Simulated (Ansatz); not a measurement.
**From the elastic tensor of HfN at 7 GPa (stress–strain coefficients) to moduli and sound speeds**

These are results of DFT PBEsol, scalar-relativistic, plane waves, PAW in Ansatz, not measurements. Cutoff 420 eV, 16×16×16 k-points (Γ-centred), Fermi-Dirac smearing of 0.15 eV. No spin polarisation.

It takes space group Fm-3m (No. 225, cubic). Conventional cell: a = 4.467 Å, b = 4.467 Å, c = 4.467 Å, α = 90.00°, β = 90.00°, γ = 90.00°. Hf (site symmetry m-3m) is surrounded by 6 N at 2.23 Å. N (site symmetry m-3m) is surrounded by 6 Hf at 2.23 Å.

In a metal, frequencies and elastic constants depend on the k mesh and the smearing, soft modes and shear constants most. Spin polarisation was left out, and a magnetic state may lie lower. Spin–orbit coupling is left out, which can shift energies with elements as heavy as these.

Relaxed-ion constants (GPa, on the Cartesian axes of the calculation):
C11 = 700.0, C12 = 119.2, C13 = 119.2, C22 = 700.0, C23 = 119.2, C33 = 700.0, C44 = 129.1, C55 = 129.1, C66 = 129.1 GPa; the others vanish.

Density 14.343 g/cm³; 2 atoms in 22.29 Å³.

The values that follow are for a polycrystal of randomly turned grains, by Hill's mean where one number stands.

With S = C⁻¹: B_V = (C11+C22+C33+2(C12+C13+C23))/9, G_V = (C11+C22+C33−C12−C13−C23+3(C44+C55+C66))/15, 1/B_R = S11+S22+S33+2(S12+S13+S23), 15/G_R = 4(S11+S22+S33−S12−S13−S23)+3(S44+S55+S66); Hill is their mean. Then v_l = √((B+4G/3)/ρ), v_t = √(G/ρ), v_m = [(2/v_t³+1/v_l³)/3]^(−1/3) and Θ = (ħ/k_B)·v_m·(6π²n/V)^(1/3) for n atoms in the volume V; E = 9BG/(3B+G), ν = (3B−2G)/(2(3B+G)) and A^U = 5G_V/G_R + B_V/B_R − 6.

```
Bulk modulus, Voigt / Reuss / Hill          : 312.8 / 312.8 / 312.8 GPa
Shear modulus, Voigt / Reuss / Hill         : 193.6 / 165.9 / 179.8 GPa
Young's modulus                             : 453 GPa
Poisson ratio                               : 0.259
Pugh ratio B/G                              : 1.74
Universal anisotropy index                  : 0.83
Longitudinal and transverse sound speeds    : 6207 and 3540 m/s
Debye temperature from the mean sound speed : 524 K
```

Cost: 1 run of about 0.58 core-minutes, on AMD EPYC 9R45 (Zen 5) (shared hosts).

At 7 GPa, HfN strongly resists stretching along the cube axes but yields much more easily to shear of the C44 type. C11 loads the short Hf–N contacts directly, where N 2p and Hf 5d orbitals form strong σ bonds, whereas C44 mainly bends them. The electron that HfN has beyond the filled bonding p–d bands of HfC enters metal d states, which probably adds little resistance to this shear. The crystal is therefore stiffest along ⟨100⟩ and most compliant along ⟨111⟩, an anisotropy that the polycrystal averages conceal. C12 lies slightly below C44, although purely central forces under pressure would place it above, which points to a directional, many-body part in the bonding. The sound speeds are moderate for so stiff a solid because hafnium makes it dense. The Pugh ratio lies too close to the customary dividing line to class the nitride as brittle or ductile. The constants meet the conditions for stability against small homogeneous strains, but this doesn't rule out phonon instabilities at finite wavevector.
